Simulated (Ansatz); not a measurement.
Energy landscape near a I structure

Level of theory: DFT PBE, scalar-relativistic, plane waves, PAW (Ansatz).

Cutoff 420 eV; k points 16×16×16 on the computed 1-atom cell (Γ-centred); Gaussian smearing, width 0.10 eV; no spin polarisation.

Reference cell:

```yaml
crystal:
  lattice:
    - [-1.61746, 1.61746, 4.26481]
    - [1.61746, -1.61746, 4.26481]
    - [1.61746, 1.61746, -4.26481]
  atoms:
    - { symbol: I, position: [0.00000, 0.00000, 0.00000] }
```

Each variant moves atoms of this cell by the vectors given, if any (Å), and then applies a symmetric strain (tensor components, Cartesian axes). The reference cell isn't relaxed at this level. Energies are per atom at zero smearing, counted from the lowest variant. Pressure is positive in compression.

1. strain (xx yy zz yz xz xy, %) -0.33 0.80 -8.77 0.00 0.00 0.00
2. strain (xx yy zz yz xz xy, %) 5.77 5.77 -3.23 0.00 0.00 0.00
3. strain (xx yy zz yz xz xy, %) 2.43 2.43 8.96 0.00 0.00 -6.00

```json
{"result": "A", "ΔE (meV/atom)": "8.7", "P (GPa)": "-1.37"}
{"result": "B", "ΔE (meV/atom)": "0.0", "P (GPa)": "0.07"}
{"result": "C", "ΔE (meV/atom)": "66.1", "P (GPa)": "-2.54"}
```

**Question.** Which variant gave which result?

**Answer.** A is 3, B is 1, C is 2.

 Each cell of I holds layers, and where no dispersion correction was added their binding is poorly described. Spin polarisation was left out, and a magnetic state may lie lower.

This form isn't the element's structure at ambient conditions.